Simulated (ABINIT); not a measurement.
Runs of ABINIT 10.8.3 (patched build) on Si2Ni. Symmetry: Fm-3m, No. 225, cubic system. Conventional cell: a = 5.406 Å, b = 5.406 Å, c = 5.406 Å, α = 90.00°, β = 90.00°, γ = 90.00°. Ni (site symmetry m-3m) is surrounded by 8 Si at 2.34 Å. Si (site symmetry -43m) is surrounded by 4 Ni at 2.34 Å. 

```tsv
level	gap on the mesh (eV)	pressure (GPa)	moment (μB)
RPBE	none	5.8	0.00
BLYP	none	10.8	0.00
AM05	none	-2.5	0.00
PBE	none	3.2	0.00
LDA	none	(b)	0.00
PBEsol	none	(a)	0.00
```

Alike in all rows: task single point; potentials or basis JTH PAW PBE v2.0; spin collinear, ferromagnetic start; cell as given; k mesh 7 × 7 × 7; cutoff (eV) 1333; smearing fermi-dirac 0.05 eV.

Task: Fill in the values left out.

Result: (a) -1.5; (b) -4.5.

Caveats: small starting moments can end in a higher magnetic state in this program; the PAW data sets were made with another functional, which shifts forces and pressure a little (some runs).

A gap of «none» marks a metal or a gap under the smearing width.
